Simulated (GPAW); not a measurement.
Write a Python script for GPAW 26.7.0 that does the following.

```yaml
Task: single point
Functional: PBE
Potentials_or_basis: GPAW PAW data sets (gpaw-data 1.2.1)
Cutoff: 800 eV
Basis: pw
k_mesh: 9 × 9 × 9
Occupations: fermi-dirac, width 0.05 eV
Spin: no spin polarisation
Maxiter: 150
```

The structure of ZrO2 lies in ZrO2.xyz:

```xyz
3
Lattice="0.0000000000 2.5450727058 2.5450727058 2.5450727058 0.0000000000 2.5450727058 2.5450727058 2.5450727058 0.0000000000" Properties=species:S:1:pos:R:3 pbc="T T T"
Zr     0.0000000000      0.0000000000      0.0000000000
O      3.8176090587      3.8176090587      3.8176090587
O      1.2725363529      1.2725363529      1.2725363529
```

Measurements of this composition are mostly on another form, of space group No. 14.

The input as run:

run.py

```python
from ase.io import read
from gpaw import PW
from gpaw.dft import DFT

atoms = read('ZrO2.xyz')

dft = DFT(atoms,
          mode=PW(800),
          xc='PBE',
          kpts={'size': (9, 9, 9), 'gamma': True},
          occupations={'name': 'fermi-dirac', 'width': 0.05},
          nbands=24,
          convergence={'density': 1e-05, 'energy': 1e-05},
          maxiter=150,
          txt='gpaw.txt')
print(f'Energy: {dft.calculate_energy():.6f} eV')
print('Forces (eV/A):')
print(dft.calculate_forces().round(4))
print('Stress (eV/A^3):', dft.calculate_stress().round(6))
dft.write_gpw_file('gs.gpw')
```

Potentials or basis: GPAW PAW data sets (gpaw-data 1.2.1), pw.

The run is started by

```console
$ OMP_NUM_THREADS=1 python run.py
```

It gave:

The pressure is 1.7 GPa and the band gap on the k mesh is 3.41 eV, indirect (least direct gap 3.89 eV).

Caveat: an odd mesh through Γ misses points on the zone boundary, where band edges often lie.

Run time: 24 s on 1 thread of Arm Neoverse V2, with other jobs on the host, peak memory 0.18 GiB.
